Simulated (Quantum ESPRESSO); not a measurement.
Runs of Quantum ESPRESSO 7.5 on CdSe (Cadmoselite). Symmetry: P6_3mc, No. 186, hexagonal system. Conventional cell: a = 4.300 Å, b = 4.300 Å, c = 7.020 Å, α = 90.00°, β = 90.00°, γ = 120.00°. Cd (site symmetry 3m) is surrounded by 4 Se at 2.61 to 2.70 Å. Around Se (site symmetry 3m) lie 4 Cd at 2.61 to 2.70 Å. 

| task | level | potentials or basis | form of the LDA correlation | gap on the mesh (eV) | pressure (GPa) | V0 of scaled cells (Å³/atom) | B0 (GPa) | largest force (eV/Å) |
| --- | --- | --- | --- | --- | --- | --- | --- | --- |
| single point | PBEsol | GBRV 1.5 PBEsol | - | 0.55 | 0.4 | - | - | 0.27 |
| equation of state | LDA | GBRV 1.5 LDA | PZ81 | - | - | (a) | 57 | - |
| band structure | PBEsol | GBRV 1.5 PBEsol | - | 0.55 | 0.4 | - | - | 0.27 |
| equation of state | PBEsol | GBRV 1.5 PBEsol | - | - | - | 28.32 | 52 | - |

Alike in all rows: no spin polarisation; cell as given; k mesh 7 × 7 × 4; cutoff (eV) 612; smearing fermi-dirac 0.05 eV.

Problem. Fill in the values left out.

Solution. (a) 27.31.

Caveats: the cell was scaled at fixed shape and fractional positions, which overstates the stiffness of a crystal with free parameters, most of all of layers and chains (some runs).

A k mesh can miss the band edges, and the runs leave out spin-orbit coupling on Cd, Se.
